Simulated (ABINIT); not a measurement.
The system is PbSe (Clausthalite).

```
Pb Se
1.0
     0.00000    3.06065    3.06065
     3.06065    0.00000    3.06065
     3.06065    3.06065    0.00000
Pb Se
1 1
Direct
  0.00000 0.00000 0.00000
  0.50000 0.50000 0.50000
```

Base run:

- Program: ABINIT 10.8.3 (patched build)
- Functional: PBE
- Potentials or basis: PseudoDojo NC SR PBE v0.4.1 standard
- Cutoff: 1061 eV
- k mesh: 6 × 6 × 6
- Occupations: fermi-dirac, width 0.05 eV
- Spin: no spin polarisation

Its results: band gap on the k mesh 0.30 eV, direct.

Problem. The run is repeated on the same cell with these changes: potentials or basis from PseudoDojo NC SR PBE v0.4.1 standard to JTH PAW PBE v2.0; cutoff from 1061 eV to 517 eV; spin from no spin polarisation to spin-orbit coupling, no magnetisation; valence electrons from 30 to 20. What comes out?

Solution. Band gap on the k mesh 0.13 eV, direct.

Caveats: spin-orbit coupling is left out, which as a rule narrows the gap of such compounds by several tenths of an eV (some runs).

A k mesh can miss the band edges.
